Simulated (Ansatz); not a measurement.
# Ca: the cost of one run

Program: Ansatz 0.2.0. Level of theory: DFT PBE, scalar-relativistic, plane waves, PAW. These are calculated values, not measurements.

## Step 1: The structure to begin with

Symmetry: P6_3/mmc, No. 194, hexagonal system. Conventional cell: a = 7.297 Å, b = 7.297 Å, c = 6.166 Å, α = 90.00°, β = 90.00°, γ = 120.00°. Ca (site symmetry mm2) is surrounded by 4 Ca at 2.99 to 3.18 Å.

Structure file:

```
CELL_PARAMETERS angstrom
7.29734 0.00000 0.00000
-3.64867 6.31968 0.00000
0.00000 0.00000 6.16642
ATOMIC_POSITIONS crystal
Ca 0.46993 0.53007 0.25000
Ca 0.46993 0.93985 0.25000
Ca 0.06015 0.53007 0.25000
Ca 0.53007 0.46993 0.75000
Ca 0.53007 0.06015 0.75000
Ca 0.93985 0.46993 0.75000
```

The cell is invented: random cell by space group and Wyckoff sites (P6_3/mmc, No. 194). Lengths come from tabulated atomic sizes and are only a guess.

## Step 2: A first look at the guess

input.yaml reads:

```yaml
crystal:
  lattice:
    - [7.29734037, 0.0, 0.0]
    - [-3.64867019, 6.31968214, 0.0]
    - [0.0, 0.0, 6.16642127]
  atoms:
    - { symbol: Ca, position: [0.46992579, 0.53007421, 0.25] }
    - { symbol: Ca, position: [0.46992579, 0.93985157, 0.25] }
    - { symbol: Ca, position: [0.06014843, 0.53007421, 0.25] }
    - { symbol: Ca, position: [0.53007421, 0.46992579, 0.75] }
    - { symbol: Ca, position: [0.53007421, 0.06014843, 0.75] }
    - { symbol: Ca, position: [0.93985157, 0.46992579, 0.75] }
basis:
  ecutwfc: 420
kpoints:
  mp_grid: { grid: [3, 3, 4] }
hamiltonian:
  xc: pbe
scf:
  occupations: { method: gaussian, width: 0.1 }
  lower_state_search: "off"
output:
  forces: true
  stress: true
  eigenvalues: true
```

On the command line:

```bash
$ ansatz run input.yaml --threads 1 --pin off --max-ram 2560MiB --backend cpu --events-out ev --progress --plain --runs-dir out
```

Q: Estimate wall time and peak memory on 1 thread of Arm Neoverse V2, shared host.

About 5.3 s, with a peak of 0.43 GiB.
